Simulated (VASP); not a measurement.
## TiSe2: relaxation of cell and atoms with LDA

TiSe2:

```
Ti Se
1.0
     3.53600    0.00000    0.00000
    -1.76800    3.06227    0.00000
     0.00000    0.00000    6.00400
Ti Se
1 2
Cartesian
  0.0000 0.0000 0.0000
  0.0000 2.0415 1.5322
  1.7680 1.0208 4.4718
```

```
Program                : VASP 6.6.1
Task                   : relaxation of cell and atoms
Functional             : LDA
Potentials or basis    : VASP PAW LDA potentials, release 64 (Ti_sv, Se)
Cutoff                 : 600 eV
k mesh                 : 12 × 12 × 6
Occupations            : methfessel-paxton, width 0.1 eV
Spin                   : no spin polarisation
Further INCAR settings : ALGO = Normal; EDIFF = 1e-06; IBRION = 2; EDIFFG = -0.01; NSW = 90; ISIF = 3
```

The relaxed volume is 19.82 Å³/atom and the relaxed cell is a = 3.440 Å, b = 3.440 Å, c = 5.801 Å, α = 90.00°, β = 90.00°, γ = 120.00°. The space group after relaxing (to 0.05 Å) is P-3m1 (No. 164) and the energy gained by relaxing is 22.8 meV/atom. The ionic steps are 11 and the pressure after relaxing is 0.0 GPa. The largest force after relaxing is 0.005 eV/Å. The band gap on the k mesh is none (metal or under the smearing width).

Forces in eV/Å, atoms in the order of the input:
```
Ti   0.000  0.000  0.000
Se   0.000  0.000 -0.005
Se   0.000  0.000  0.005
```

Stress tensor (GPa, compression positive):
```
 0.03  0.00  0.00
 0.00  0.03  0.00
 0.00  0.00 -0.05
```

Step by step:
| step | energy change (eV) | largest force (eV/Å) | pressure (GPa) | volume (Å³) |
| --- | --- | --- | --- | --- |
| 1 | 0.0000 | 0.2554 | -4.53 | 65.01 |
| 2 | -0.0097 | 0.8432 | 4.42 | 59.42 |
| 3 | -0.0476 | 0.2952 | -0.20 | 61.96 |
| 4 | -0.0555 | 0.2094 | -0.18 | 61.48 |
| 5 | -0.0604 | 0.0191 | -0.14 | 60.45 |
| 6 | -0.0608 | 0.0610 | -0.14 | 60.67 |
| 7 | -0.0636 | 0.0639 | -0.01 | 60.32 |
| 8 | -0.0678 | 0.0649 | 0.50 | 59.28 |
| 9 | -0.0666 | 0.1282 | -0.87 | 59.76 |
| 10 | -0.0684 | 0.0062 | -0.02 | 59.45 |
| 11 | -0.0684 | 0.0050 | 0.01 | 59.45 |

Final structure:
```yaml
crystal:
  lattice:
    - [3.44010, 0.00000, 0.00000]
    - [-1.72005, 2.97922, 0.00000]
    - [0.00000, 0.00000, 5.80074]
  atoms:
    - { symbol: Ti, position: [0.00000, 0.00000, 0.00000] }
    - { symbol: Se, position: [0.33333, 0.66667, 0.26560] }
    - { symbol: Se, position: [0.66667, 0.33333, 0.73440] }
```

Levels at points of the mesh, in eV from the Fermi level:
```
           k point  band 10  band 11  band 12  band 13  band 14  band 15
(0.00, 0.00, 0.00)     0.47     0.52     0.52     0.54     0.73     0.73
(0.50, 0.00, 0.00)    -2.94    -2.25    -1.39     0.03     1.55     1.99
(0.00, 0.00, 0.50)    -2.17     0.39     0.39     0.50     0.50     1.35
(0.50, 0.00, 0.50)    -2.58    -1.05    -0.77    -0.33     1.55     1.96
```

Run time: 9.9 min on 1 thread of Intel(R) Xeon(R) Platinum 8488C (Sapphire Rapids), with other jobs on the host, peak memory 0.26 GiB.

LDA usually gives volumes a few per cent too small. Zero-point motion and thermal expansion aren't in these numbers.
